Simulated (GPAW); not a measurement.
Input of a GPAW 26.7.0 run:

File run.py:

```python
from ase import Atoms
from ase.filters import FrechetCellFilter
from ase.io import write
from ase.optimize import BFGS
from ase.units import GPa
from gpaw import GPAW, PW, setup_paths

setup_paths.insert(0, '.')

atoms = Atoms(['Ge', 'Ge', 'Ge', 'Ge'],
              cell=[[4.0504045371, 0.0, 0.0],
                    [-2.0252022685, 3.5077532247, 0.0],
                    [0.0, 0.0, 10.993359]],
              scaled_positions=[[0.6666666667, 0.3333333333, 0.414848],
                                [0.3333333333, 0.6666666667, 0.914848],
                                [0.0, 0.0, 0.477452],
                                [0.0, 0.0, 0.977452]],
              pbc=True)

calc = GPAW(mode=PW(600),
            xc='PBEsol',
            kpts={'size': (6, 6, 2), 'gamma': True},
            occupations={'name': 'fermi-dirac', 'width': 0.05},
            nbands=18,
            convergence={'density': 1e-05, 'forces': 0.0001},
            maxiter=150,
            txt='gpaw.txt')
atoms.calc = calc
opt = BFGS(FrechetCellFilter(atoms, scalar_pressure=10 * GPa), trajectory='relax.traj', logfile='-')
done = opt.run(fmax=0.02, steps=60)
calc.write('gs.gpw')
write('result.traj', atoms)
print('Converged:', done)
print('Cell:', atoms.cell.cellpar().round(4))
print('Volume:', round(atoms.get_volume(), 4))
print(atoms.get_scaled_positions().round(5))
```

Potentials or basis: PAW data sets generated in the run's folder for this functional, pw.

Run with:

```console
$ gpaw-setup -f PBEsol Ge
$ OMP_NUM_THREADS=1 python run.py
```

Predict the relaxed cell.

a = 3.646 Å, b = 3.646 Å, c = 6.049 Å, α = 90.00°, β = 90.00°, γ = 120.00°.

What does it give for the band gap on the k mesh?

None (metal or under the smearing width).

Predict the space group after relaxing (to 0.05 Å).

P6_3/mmc (No. 194).

Final structure:
```
Ge
1.0
     3.64561    0.00000    0.00000
    -1.82280    3.15719    0.00000
     0.00000    0.00000    6.04933
Ge
4
Cartesian
  1.8228 1.0524 1.9412
  0.0000 2.1048 4.9658
  0.0000 0.0000 3.4566
  0.0000 0.0000 6.4813
```

Caveat: later steps reuse the first step's grids.
